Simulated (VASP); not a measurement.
Write the native input for VASP 6.6.1 that does the following.

```yaml
Task: relaxation of cell and atoms
Functional: LDA
Potentials_or_basis: VASP PAW LDA potentials, release 64 (Hf_pv, B)
Cutoff: 600 eV
k_mesh: 10 × 10 × 10
Occupations: fermi-dirac, width 0.05 eV
Spin: no spin polarisation
Further_INCAR_settings: ALGO = Normal; EDIFF = 1e-07; IBRION = 2; EDIFFG = -0.005; NSW = 40; ISIF = 3
```

The structure of HfB lies in POSCAR:

```
HfB
1.0
    0.0000000000      2.3100000000      2.3100000000
    2.3100000000      0.0000000000      2.3100000000
    2.3100000000      2.3100000000      0.0000000000
Hf B
1 1
Direct
    0.5000000000      0.5000000000      0.5000000000
    0.0000000000      0.0000000000      0.0000000000
```

One way to write it, as run:

INCAR

```
ALGO = Normal ; EDIFF = 1E-7
EDIFFG = -0.005 ; ENCUT = 600
IBRION = 2 ; ISIF = 3
ISMEAR = -1 ; LASPH = T
LCHARG = F ; LREAL = F
LWAVE = F ; NELM = 80
NSW = 40 ; PREC = Accurate
SIGMA = 0.05
```

KPOINTS

```
k-points
0
Gamma
  10 10 10
```

Potentials or basis: VASP PAW LDA potentials, release 64 (Hf_pv, B).

Run with:

```bash
$ cat potpaw_LDA.64/Hf_pv/POTCAR potpaw_LDA.64/B/POTCAR > POTCAR
$ mpirun -np 1 vasp_std > vasp.out
```

It gave:

```yaml
Relaxed_volume: 13.46 Å³/atom
Relaxed_cell: a = 3.364 Å, b = 3.364 Å, c = 3.364 Å, α = 60.00°, β = 60.00°, γ = 60.00°
Space_group_after_relaxing_to_0.05_Å: Fm-3m (No. 225)
Energy_gained_by_relaxing: 64.6 meV/atom
Ionic_steps: 4
Pressure_after_relaxing: 0.0 GPa
Band_gap_on_the_k_mesh: none (metal or under the smearing width)
```

It took 34 s on 1 thread of Intel(R) Xeon(R) Platinum 8488C (Sapphire Rapids) (shared host), peak memory 0.16 GiB.
